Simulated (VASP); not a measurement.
# BP (F-43m) in VASP: further runs

The runs below take BP through elastic constants, band structure, with PBEsol, PBE, LDA, r2SCAN, TB-mBJ.

Everything below comes from runs of VASP 6.6.1. Logs are shortened: lines on timing, memory, paths and dates and some standing lists are left out, and cuts for length are marked.

## 1. The crystal as given

It takes space group F-43m (No. 216, cubic). The conventional cell has a = 4.521 Å, b = 4.521 Å, c = 4.521 Å, α = 90.00°, β = 90.00°, γ = 90.00°. B (site symmetry -43m) has 4 P at 1.96 Å as nearest neighbours. P (site symmetry -43m) is surrounded by 4 B at 1.96 Å.

## 2. Elastic constants, PBEsol

Input file POSCAR:

```
BP
1.0
    0.0000000000      2.2605516541      2.2605516541
    2.2605516541      0.0000000000      2.2605516541
    2.2605516541      2.2605516541      0.0000000000
  B               P
     1     1
Direct
     0.0000000000000000    0.0000000000000000    0.0000000000000000
     0.2500000000000000    0.2500000000000000    0.2500000000000000
```

Input file INCAR.step1:

```
PREC = Accurate
ENCUT = 600
EDIFF = 1E-8
ISMEAR = 0
SIGMA = 0.03
LREAL = F
LASPH = T
NELM = 80
ALGO = Fast
ISIF = 3
LWAVE = F
LCHARG = F
GGA = PS
IBRION = 2
NSW = 40
EDIFFG = -0.002
```

Input file INCAR.step2:

```
PREC = Accurate
ENCUT = 600
EDIFF = 1E-8
ISMEAR = 0
SIGMA = 0.03
LREAL = F
LASPH = T
NELM = 80
ALGO = Fast
ISIF = 3
LWAVE = F
LCHARG = F
GGA = PS
IBRION = 6
NFREE = 2
POTIM = 0.015
NSW = 1
```

Input file KPOINTS:

```
Automatic mesh
0
Gamma
  10 10 10
```

Potentials or basis: VASP PAW PBE potentials, release 64 (B, P).

Run with:

```bash
$ cat potpaw_PBE.64/B/POTCAR potpaw_PBE.64/P/POTCAR > POTCAR
$ cp INCAR.step1 INCAR
$ mpirun -np 1 vasp_std > vasp.out
$ cp CONTCAR POSCAR
$ cp INCAR.step2 INCAR
$ mpirun -np 1 vasp_std > vasp.out
```

OUTCAR:

```text
PREC = Accurate
   ENCUT = 600
   EDIFF = 1E-8
   ISMEAR = 0
   LREAL = F
   LASPH = T
   NELM = 80
   ISIF = 3
   GGA = PS
   IBRION = 6
   NFREE = 2
   POTIM = 0.015
   NSW = 1

 ion  position               nearest neighbor table
   1  0.000  0.000  0.000-   2 1.96   2 1.96   2 1.96   2 1.96
   2  0.250  0.250  0.250-   1 1.96   1 1.96   1 1.96   1 1.96

  LATTYP: Found a face centered cubic cell.
 ALAT       =     4.5211033082

  Lattice vectors:

 A1 = (   0.0000000000,   2.2605516541,   2.2605516541)
 A2 = (   2.2605516541,   0.0000000000,   2.2605516541)
 A3 = (   2.2605516541,   2.2605516541,   0.0000000000)

Analysis of symmetry for initial positions (statically):
=====================================================================
 Subroutine PRICEL returns:
 Original cell was already a primitive cell.

 Routine SETGRP: Setting up the symmetry group for a
 face centered cubic supercell.

 Subroutine GETGRP returns: Found 24 space group operations
 (whereof 24 operations were pure point group operations)
 out of a pool of 48 trial point group operations.

The static configuration has the point symmetry T_d .

Analysis of symmetry for dynamics (positions and initial velocities):
=====================================================================
 Subroutine PRICEL returns:
 Original cell was already a primitive cell.

 Routine SETGRP: Setting up the symmetry group for a
 face centered cubic supercell.

 Subroutine GETGRP returns: Found 24 space group operations
 (whereof 24 operations were pure point group operations)
 out of a pool of 48 trial point group operations.

The dynamic configuration has the point symmetry T_d .

 Subroutine INISYM returns: Found 24 space group operations
 (whereof 24 operations are pure point group operations),
 and found     1 'primitive' translations

----------------------------------------------------------------------------------------

[... 602 lines left out ...]
      4       3.9582      2.00000
      5       9.2350      0.00000
      6      11.0322      0.00000
      7      17.0650      0.00000
      8      17.0993      0.00000

 [... further k-points ...]

------------------------ aborting loop because EDIFF is reached ----------------------------------------

  FORCE on cell =-STRESS in cart. coord.  units (eV):
  Direction    XX          YY          ZZ          XY          YZ          ZX
  --------------------------------------------------------------------------------------
  -------------------------------------------------------------------------------------
  Total        0.0005395      0.0045949      0.0045949      0.0000000      0.1200461      0.0000000
  in kB        0.0374135      0.3186506      0.3186506      0.0000000      8.3250188      0.0000000
  external PRESSURE =       0.2249049 kB  Pullay stress =       0.0000000 kB
[... 17 lines left out ...]
  FREE ENERGIE OF THE ION-ELECTRON SYSTEM (eV)
  ---------------------------------------------------
  free  energy   TOTEN  =       -13.6730882692 eV

  energy  without entropy=      -13.6730882692  energy(sigma->0) =      -13.67308827

 INTERNAL STRAIN TENSORS FROM STRAINED CELLS
 ============================================

 INTERNAL STRAIN TENSOR FOR ION    1 for displacements in x,y,z  (eV/Angst):
          X           Y           Z          XY          YZ          ZX
  --------------------------------------------------------------------------------
  x     0.00000     0.00000     0.00000    -0.00000     8.00174     0.00000
  y    -0.00000    -0.00000     0.00000    -0.00000     0.00000     8.00139
  z    -0.00000     0.00000    -0.00000     8.00146    -0.00000     0.00000

 INTERNAL STRAIN TENSORS FROM DISPLACED ATOMS
 ============================================

 INTERNAL STRAIN TENSOR FOR ION    1 for displacements in x,y,z  (eV/Angst):
          X           Y           Z          XY          YZ          ZX
  --------------------------------------------------------------------------------
  x    -0.00000    -0.00000    -0.00000     0.00000     8.00155     0.00000
  y    -0.00000     0.00000    -0.00000     0.00000     0.00000     8.00155
  z    -0.00000    -0.00000    -0.00000     8.00155     0.00000     0.00000

 INTERNAL STRAIN TENSOR FOR ION    2 for displacements in x,y,z  (eV/Angst):
          X           Y           Z          XY          YZ          ZX
  --------------------------------------------------------------------------------
  x     0.00000    -0.00000    -0.00000     0.00000    -8.00010     0.00000
  y    -0.00000    -0.00000    -0.00000     0.00000     0.00000    -8.00010
  z    -0.00000    -0.00000     0.00000    -8.00010     0.00000     0.00000

 Eigenvectors and eigenvalues of the dynamical matrix
 ----------------------------------------------------

   1 f  =   24.290136 THz   152.619426 2PiTHz  810.231724 cm-1   100.455886 meV
             X         Y         Z           dx          dy          dz
      0.000000  0.000000  0.000000    -0.860954    0.000000    0.000000
      1.130276  1.130276  1.130276     0.508684    0.000000    0.000000
[... 21 lines left out ...]
   6 f/i=    0.000824 THz     0.005179 2PiTHz    0.027493 cm-1     0.003409 meV
             X         Y         Z           dx          dy          dz
      0.000000  0.000000  0.000000     0.000000   -0.508684    0.000000
      1.130276  1.130276  1.130276     0.000000   -0.860954    0.000000

--------------------------------------------------------------------------------------------------------

 ELASTIC MODULI CONTR FROM IONIC RELAXATION (kBar)
 Direction    XX          YY          ZZ          XY          YZ          ZX
 --------------------------------------------------------------------------------
 XX          -0.0000     -0.0000      0.0000     -0.0000      0.0000     -0.0000
 YY          -0.0000     -0.0000     -0.0000     -0.0000     -0.0000     -0.0000
 ZZ           0.0000     -0.0000     -0.0000      0.0000     -0.0000     -0.0000
 XY          -0.0000     -0.0000      0.0000   -229.4506      0.0000      0.0000
 YZ           0.0000     -0.0000     -0.0000      0.0000   -229.4506      0.0000
 ZX          -0.0000     -0.0000     -0.0000      0.0000      0.0000   -229.4506
 --------------------------------------------------------------------------------

 TOTAL ELASTIC MODULI (kBar)
 Direction    XX          YY          ZZ          XY          YZ          ZX
 --------------------------------------------------------------------------------
 XX        3462.1503    808.5968    808.5968      0.0000      0.0000     -0.0000
 YY         808.5968   3462.1503    808.5968     -0.0000     -0.0000     -0.0000
 ZZ         808.5968    808.5968   3462.1503      0.0000     -0.0000     -0.0000
 XY           0.0000     -0.0000      0.0000   1882.8633      0.0000      0.0000
 YZ           0.0000     -0.0000     -0.0000      0.0000   1882.8633      0.0000
 ZX          -0.0000     -0.0000     -0.0000      0.0000      0.0000   1882.8633
 --------------------------------------------------------------------------------
```

OUTCAR.step1:

```text
PREC = Accurate
   ENCUT = 600
   EDIFF = 1E-8
   ISMEAR = 0
   LREAL = F
   LASPH = T
   NELM = 80
[... 491 lines left out ...]
      0.00000      0.00000      0.00000        -0.000000     -0.000000     -0.000000
      1.13028      1.13028      1.13028         0.000000      0.000000      0.000000
 -----------------------------------------------------------------------------------
    total drift:                               -0.000000     -0.000000      0.000000

  FREE ENERGIE OF THE ION-ELECTRON SYSTEM (eV)
  ---------------------------------------------------
  free  energy   TOTEN  =       -13.6752650735 eV

  energy  without entropy=      -13.6752650735  energy(sigma->0) =      -13.67526507

 reached required accuracy - stopping structural energy minimisation
```

Wall time 14 min (1 thread of Intel Xeon Platinum 8375C at 2.90GHz (Ice Lake), shared host); peak memory 0.28 GiB.

What came out:

```yaml
Elastic_constants_C11_C12_C44: 346, 81, 188 GPa
Voigt_bulk_modulus: 169 GPa
Highest_phonon_frequency_at_Γ_LO-TO_splitting_left_out: 810 cm⁻¹
```

Phonon frequencies in cm⁻¹ (negative: imaginary):
```
              q point        frequencies
(0.000, 0.000, 0.000)  0 0 0 810 810 810
```

Elastic tensor in Voigt notation (GPa, in the Cartesian axes of the cell as first typed):
```
346  81  81   0   0   0
 81 346  81   0   0   0
 81  81 346   0   0   0
  0   0   0 188   0   0
  0   0   0   0 188   0
  0   0   0   0   0 188
```

Clamped-ion elastic tensor (GPa):
```
346  81  81   0   0   0
 81 346  81   0   0   0
 81  81 346   0   0   0
  0   0   0 211   0   0
  0   0   0   0 211   0
  0   0   0   0   0 211
```

Caveat: the PAW data sets were made with another functional, which shifts forces and pressure a little.

(Part 1 of 4 ends here.)
